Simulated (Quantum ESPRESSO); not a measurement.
BaS: dielectric tensor and Born charges under several settings

```
Ba S
1.0
     0.00000    3.19375    3.19375
     3.19375    0.00000    3.19375
     3.19375    3.19375    0.00000
Ba S
1 1
Direct
  0.00000 0.00000 0.00000
  0.50000 0.50000 0.50000
```

All runs used Quantum ESPRESSO 7.5; k mesh 6 × 6 × 6, shifted; given cell; no spin polarisation; occupations smeared at first, fixed for the response.

```csv
level,potentials,cutoff (eV),pressure (GPa),ε∞ (diagonal),Born charge of atom 1 (e)
LDA,PseudoDojo 0.4.1 SR LDA standard,735,-2.2,5.03,2.61
PBE,PseudoDojo 0.4.1 SR PBE standard,707,?,?,?
PBEsol,PseudoDojo 0.4.1 SR PBEsol standard,707,-0.9,4.97,2.61
WC,PseudoDojo 0.4.1 SR PBE standard,707,-0.8,5.00,2.61
BLYP,PseudoDojo 0.4.1 SR PBE standard,707,3.5,4.72,2.61
AM05,PseudoDojo 0.4.1 SR PBE standard,707,-0.1,4.91,2.63
```

What stands in the row left open?

Pressure 1.1 GPa; ε∞ 4.84; Born charge of atom 1 2.61 e.

Caveats: this release of the barium file is off; the potentials were made for another functional, which shifts forces and pressure (some runs); the cell is more than 3 GPa from zero pressure, which shifts response properties (some runs).

For the row left open. Caveat: this release of the barium file is off.
